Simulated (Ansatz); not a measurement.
# BN (Qingsongite): the cost of one run

Program: Ansatz 0.2.0, driven from Python. The levels of theory stand in the script. These are calculated values, not measurements.

## 1. The structure

It takes space group F-43m (No. 216, cubic). The conventional cell has a = 3.615 Å, b = 3.615 Å, c = 3.615 Å, α = 90.00°, β = 90.00°, γ = 90.00°. B (site symmetry -43m) is surrounded by 4 N at 1.57 Å. N (site symmetry -43m) has 4 B at 1.57 Å as nearest neighbours.

The script holds or builds the structure itself.

## 2. Script

File lattice_bn.py:

```python
"""How the lattice of BN depends on the functional."""

import warnings

import ansatz
import numpy as np

def edges_and_angles(cell):
    cell = np.asarray(cell)
    a, b, c = np.linalg.norm(cell, axis=1)
    cosines = cell[1] @ cell[2] / (b * c), cell[0] @ cell[2] / (a * c), cell[0] @ cell[1] / (a * b)
    return (a, b, c, *np.degrees(np.arccos(cosines)))


def main() -> None:
    warnings.simplefilter("ignore", ansatz.DeckWarning)

    system = (
        ansatz.Lattice.from_parameters(2.556191, 2.556191, 2.556191, alpha=60.0, beta=60.0, gamma=60.0)
        .atom("B", (0.0, 0.0, 0.0))
        .atom("N", (0.25, 0.25, 0.25))
    )

    setup = (
        system.calculation()
        .kpoints(mesh=(9, 9, 9))
        .occupations(ansatz.OccupationsMethod.METHFESSEL_PAXTON, width=0.02)
        .relax(cell=True, force_tolerance=0.05)
    )

    levels = [("pbe", "d4"), ("pbe", "d3bj"), ("r2scan", "rvv10")]
    print("level            a       b       c    alpha   beta  gamma  V/atom  steps")
    for name, dispersion in levels:
        seen = []
        run = setup.functional(name, dispersion=dispersion).session().plan()
        out = run.execute(on_event=lambda e: seen.append(e) if e["event"] == "relax_step" else None)
        cell = out.lattice.cell_ang
        label = name if dispersion == "none" else f"{name}+{dispersion}"
        print("{:13s} {:7.4f} {:7.4f} {:7.4f} {:6.2f} {:6.2f} {:6.2f}".format(label, *edges_and_angles(cell)), f"{abs(np.linalg.det(cell)) / len(out.lattice.sites):7.3f} {len(seen):5d}")


if __name__ == "__main__":
    main()
```

## 3. The calls as engine input

The engine receives this input (first run):

```yaml
crystal:
  lattice:
    a: 2.556191
    b: 2.556191
    c: 2.556191
    alpha: 60.0
    beta: 60.0
    gamma: 60.0
  atoms:
    - { symbol: B, position: [0.0, 0.0, 0.0] }
    - { symbol: "N", position: [0.25, 0.25, 0.25] }
kpoints:
  mp_grid:
    grid: [9, 9, 9]
hamiltonian:
  xc: pbe
  dispersion: d4
scf:
  occupations:
    method: methfessel_paxton
    width: 0.02
relax:
  f_tol: 0.05
  cell: {}
```

## 4. Running it

The run is started by

```sh
$ python lattice_bn.py
```

What time and memory should one allow on 1 thread of Arm Neoverse V2, shared host?

About 18 s, with a peak of 0.42 GiB.
